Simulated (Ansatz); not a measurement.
AlNi3:

```xyz
4
Lattice="3.5231 0.0000 0.0000 0.0000 3.5231 0.0000 0.0000 0.0000 3.5231" Properties=species:S:1:pos:R:3 pbc="T T T"
Ni    1.7615    1.7615    0.0000
Ni    1.7615    0.0000    1.7615
Ni    0.0000    1.7615    1.7615
Al    0.0000    0.0000    0.0000
```

The cell is a database's computed one.

- Program: Ansatz 0.2.0
- Task: single point
- Functional: PBEsol
- Potentials or basis: Ansatz PAW
- Cutoff: 420 eV (not typed: the program's choice for these potentials)
- k mesh: 8 × 8 × 8
- Occupations: fermi-dirac, width 0.05 eV
- Spin: collinear spin, ferromagnetic start
- Starting moments: [1.0, 1.0, 1.0, 0.0] μB

On this cell: pressure -0.7 GPa; largest force zero by symmetry; net moment 0.66 μB per cell; site moments Ni +0.24; Al -0.01 μB; band gap on the k mesh none (metal or under the smearing width).

The same run follows on a disturbed copy (atoms moved at random, drawn with an rms of 0.05 Å):

```xyz
4
Lattice="3.5231 0.0000 0.0000 0.0000 3.5231 0.0000 0.0000 0.0000 3.5231" Properties=species:S:1:pos:R:3 pbc="T T T"
Ni    1.7710    1.7489    0.0478
Ni    1.7636    0.0220    1.7543
Ni   -0.0571    1.7529    1.7775
Al   -0.0005   -0.0023   -0.0070
```

Q: What changes?

A: The energy (extrapolated to zero smearing) moves by +8.5 meV/atom; pressure -0.2 GPa; largest force 0.605 eV/Å; net moment 0.66 μB per cell; site moments Ni +0.24; Al -0.01 μB; band gap on the k mesh none (metal or under the smearing width).

Forces in eV/Å, atoms in the order of the input:
```
Ni  -0.363  0.213 -0.395
Ni  -0.292 -0.305  0.268
Ni   0.577  0.175  0.050
Al   0.078 -0.083  0.077
```

Stress tensor (GPa, compression positive):
```
-0.29  0.18  0.22
 0.18 -0.16 -0.20
 0.22 -0.20 -0.16
```

Caveats: the PAW data sets come from PBE, with cores solved anew for the run's functional, which leaves a small shift of forces and pressure.
